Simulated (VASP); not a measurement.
# KI: band gap with a hybrid functional, by functional

KI, Fm-3m (no. 225), 2 atoms in the cell.

| Functional | Gap, path and mesh (eV) | Direct gap, path and mesh (eV) | Gap on the mesh (eV) | Direct gap at Γ (eV) | Time (s) |
|---|---|---|---|---|---|
| hybrid, GGA = PE LMODELHF = True AEXX = 0.1 BEXX = 1.0 HFSCREEN = 0.6 | 5.97 | 5.97 | 5.97 | 5.97 | 568 |
| hybrid, GGA = PE LMODELHF = True AEXX = 0.1 BEXX = 1.0 HFSCREEN = 0.9 | 5.24 | 5.24 | 5.24 | 5.24 | 513 |
| hybrid, GGA = PE LMODELHF = True AEXX = 0.1 BEXX = 1.0 HFSCREEN = 1.2 | 4.92 | 4.92 | 4.92 | 4.92 | 492 |
| hybrid, GGA = PE LMODELHF = True AEXX = 0.1 BEXX = 1.0 HFSCREEN = 1.6 | 4.76 | 4.76 | 4.76 | 4.76 | 445 |
| hybrid, GGA = PE LMODELHF = True AEXX = 0.1 BEXX = 1.0 HFSCREEN = 2.2 | 4.68 | 4.68 | 4.68 | 4.68 | 489 |

## Input of the first row

INCAR.step1:
```
SYSTEM = KI
ALGO     = Normal         ! electronic algorithm
EDIFF    = 1E-5           ! SCF threshold, eV
ENCUT    = 450            ! plane-wave cutoff, eV
GGA      = PE             ! functional
GGA_COMPAT= .False.      
ISIF     = 2              ! what is computed and relaxed
ISMEAR   = 0              ! smearing method
KPAR     = 4            
LASPH    = .True.         ! aspherical terms in the spheres
LCHARG   = .False.        ! write CHGCAR
LREAL    = .False.        ! projectors in reciprocal space
LWAVE    = .True.         ! write WAVECAR
NBANDS   = 15             ! bands
NELM     = 150            ! most SCF steps
PREC     = Accurate       ! precision mode
SIGMA    = 0.02           ! smearing width, eV
```

INCAR.step2, as INCAR.step1 but for:
```
- EDIFF = 1E-5
- LWAVE = .True.
+ AEXX = 0.1
+ BEXX = 1.0
+ EDIFF = 1E-6
+ HFRCUT = -1
+ HFSCREEN = 0.6
+ ISTART = 1
+ LHFCALC = .True.
+ LMODELHF = .True.
+ LWAVE = .False.
+ PRECFOCK = Fast
```

KPOINTS:
```
k-points
0
Gamma
  4 4 4
```

KPOINTS_OPT:
```
path GXWKGLUWLK,UX
4
line-mode
reciprocal
 0.0000000000  0.0000000000  0.0000000000  G
 0.5000000000  0.0000000000  0.5000000000  X

 0.5000000000  0.0000000000  0.5000000000  X
 0.5000000000  0.2500000000  0.7500000000  W

 0.5000000000  0.2500000000  0.7500000000  W
 0.3750000000  0.3750000000  0.7500000000  K

 0.3750000000  0.3750000000  0.7500000000  K
 0.0000000000  0.0000000000  0.0000000000  G

 0.0000000000  0.0000000000  0.0000000000  G
 0.5000000000  0.5000000000  0.5000000000  L

 0.5000000000  0.5000000000  0.5000000000  L
 0.6250000000  0.2500000000  0.6250000000  U

 0.6250000000  0.2500000000  0.6250000000  U
 0.5000000000  0.2500000000  0.7500000000  W

 0.5000000000  0.2500000000  0.7500000000  W
 0.5000000000  0.5000000000  0.5000000000  L

 0.5000000000  0.5000000000  0.5000000000  L
 0.3750000000  0.3750000000  0.7500000000  K

 0.6250000000  0.2500000000  0.6250000000  U
 0.5000000000  0.0000000000  0.5000000000  X
```

POSCAR:
```
KI
1.0
    0.0000000000      3.5327750000      3.5327750000
    3.5327750000      0.0000000000      3.5327750000
    3.5327750000      3.5327750000      0.0000000000
I K
1 1
Direct
    0.5000000000      0.5000000000      0.5000000000
    0.0000000000      0.0000000000      0.0000000000
```

Commands (each step's output is kept before the next begins):
```
cat potpaw_PBE.64/I/POTCAR potpaw_PBE.64/K_sv/POTCAR > POTCAR
cp INCAR.step1 INCAR
mpirun -np 4 vasp_std > vasp.out
cp INCAR.step2 INCAR
mpirun -np 4 vasp_std > vasp.out
```

Changes of the last row against the first:
```
(step 2)
- HFSCREEN = 0.6
+ HFSCREEN = 2.2
```

VASP 6.6.1 took 568 s on 4 cores (AMD EPYC 7R43 (Zen 3)), a shared host.
